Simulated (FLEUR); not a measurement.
Input of a FLEUR MaX-R8.1 (later development tree) run:

inp.xml

```xml
<?xml version="1.0" encoding="UTF-8" standalone="no"?>
<fleurInput fleurInputVersion="0.39">
   <comment>
      Cu                                                                                                  
   </comment>
   <calculationSetup>
      <cutoffs Kmax="4.08" Gmax="12.6" GmaxXC="12.6" numbands="0"/>
      <scfLoop itmax="60" minDistance="0.00001" maxIterBroyd="15" imix="Anderson" alpha="0.05" precondParam="0.0" spinf="2.0" sdNocoIR="T"/>
      <coreElectrons ctail="T" frcor="F" kcrel="0" coretail_lmax="0"/>
      <xcFunctional name="pbe" relativisticCorrections="F"/>
      <magnetism jspins="1"/>
      <soc l_soc="F" theta="0.0" phi="0.0" spav="F"/>
      <expertModes spex="0" secvar="F"/>
      <geometryOptimization l_f="T" forcealpha="1.0" forcemix="BFGS" epsdisp="0.0005" epsforce="0.0002"/>
      <ldaU l_linMix="F" mixParam="0.05" spinf="1.0"/>
   </calculationSetup>
   <cell>
      <bzIntegration valenceElectrons="19.0" mode="hist" fermiSmearingEnergy="0.00183747">
         <kPointListSelection listName="default-1"/>
         <!-- k-points included here -->
         <xi:include xmlns:xi="http://www.w3.org/2001/XInclude" href="kpts.xml"> </xi:include>
      </bzIntegration>
      <!-- symmetry operations included here -->
      <xi:include xmlns:xi="http://www.w3.org/2001/XInclude" href="sym.xml"> </xi:include>
      <bulkLattice scale="1.0">
         <bravaisMatrix>
            <row-1>   -2.6660199474073063     2.7242594168413534     2.5827586143574304</row-1>
            <row-2>    2.6303929407802222    -2.7487030242630541     2.5710328637542874</row-2>
            <row-3>    2.7608501837919834     2.8435332606477317    -2.6083870800592552</row-3>
         </bravaisMatrix>
      </bulkLattice>
   </cell>
   <atomSpecies>
      <species name="Copper (Cu)" element="Cu" atomicNumber="29">
         <mtSphere radius="2.11" gridPoints="705" logIncrement="0.017"/>
         <atomicCutoffs lmax="9" lnonsphr="7"/>
         <electronConfig flipSpins="F">
            <coreConfig>(1s1/2) (2s1/2) (2p1/2) (2p3/2)</coreConfig>
            <valenceConfig>(3s1/2) (3p1/2) (3p3/2) (4s1/2) (3d3/2) (3d5/2)</valenceConfig>
            <stateOccupation state="(4s1/2)" spinUp="0.500000" spinDown="0.500000"/>
         </electronConfig>
         <energyParameters s="4" p="4" d="3" f="4"/>
         <lo type="SCLO" l="0" n="3" eDeriv="0"/>
         <lo type="SCLO" l="1" n="3" eDeriv="0"/>
         <lo type="SCLO" l="1" n="3" eDeriv="1"/>
         <lo type="SCLO" l="2" n="3" eDeriv="2"/>
         <lo type="SCLO" l="3" n="4" eDeriv="2"/>
      </species>
   </atomSpecies>
   <atomGroups>
      <atomGroup species="Copper (Cu)">
         <relPos label="                   1">.0000000000 .0000000000 .0000000000</relPos>
         <force calculate="T" relaxXYZ="TTT"/>
      </atomGroup>
   </atomGroups>
   <output dos="F" band="F" slice="F">
      <checks vchk="F" cdinf="F"/>
      <bandDOS minEnergy="-.5*Htr" maxEnergy="0.5*Htr" sigma="0.015" storeEVData="T"/>
      <vacuumDOS vacdos="F" integ="F" star="F" nstars="0" locx1="0.0" locy1="0.0" locx2="0.0" locy2="0.0" nstm="0" tworkf="0.0"/>
      <unfoldingBand unfoldBand="F" supercellX="1" supercellY="1" supercellZ="1"/>
      <plotting iplot="0" polar="F">
         <plot TwoD="T" vec1="  1.0  0.0  0.0" vec2="  0.0  1.0  0.0" vec3="  0.0  0.0  1.0" zero="  0.0  0.0  0.0" file="plot"/>
      </plotting>
      <chargeDensitySlicing numkpt="0" minEigenval="0.0" maxEigenval="0.0" nnne="0" pallst="F"/>
      <specialOutput eonly="F"/>
      <moessbauerParams electricFieldGradient="T" isomerShift="T" coreHyperfine="T" valenceHyperfine="T"/>
      <magneticCircularDichroism mcd="F" energyLo="-10.0" energyUp="0.0"/>
   </output>
  <!-- We include the file relax.xml here to enable relaxations (see documentation) -->
  <xi:include xmlns:xi="http://www.w3.org/2001/XInclude" href="relax.xml"> <xi:fallback/> </xi:include>
</fleurInput>
```

crystal.txt

```
Cu
&input cartesian=F /
-1.4107970000  1.4416160000  1.3667370000
1.3919440000  -1.4545510000  1.3605320000
1.4609790000  1.5047330000  -1.3802990000
1.8897261246
1.0 1.0 1.0

1
29 0.0187920000  0.0028610000  0.0143870000

&kpt div1=13 div2=13 div3=13 gamma=T /
```

Potentials or basis: all-electron, FLAPW.

Launch:

```bash
$ inpgen -f crystal.txt -profile fastHighL
$ # inp.xml edited to the form shown
$ fleur_MPI
```

**Question.** What does it give for the band gap on the k mesh?

**Answer.** None (metal or under the smearing width).

Core levels (eV from the Fermi level):
| atom | levels |
| --- | --- |
| 1 Cu | 1s1/2 -8846.8, 2s1/2 -1060.3, 2p1/2 -928.6, 2p3/2 -908.1 |
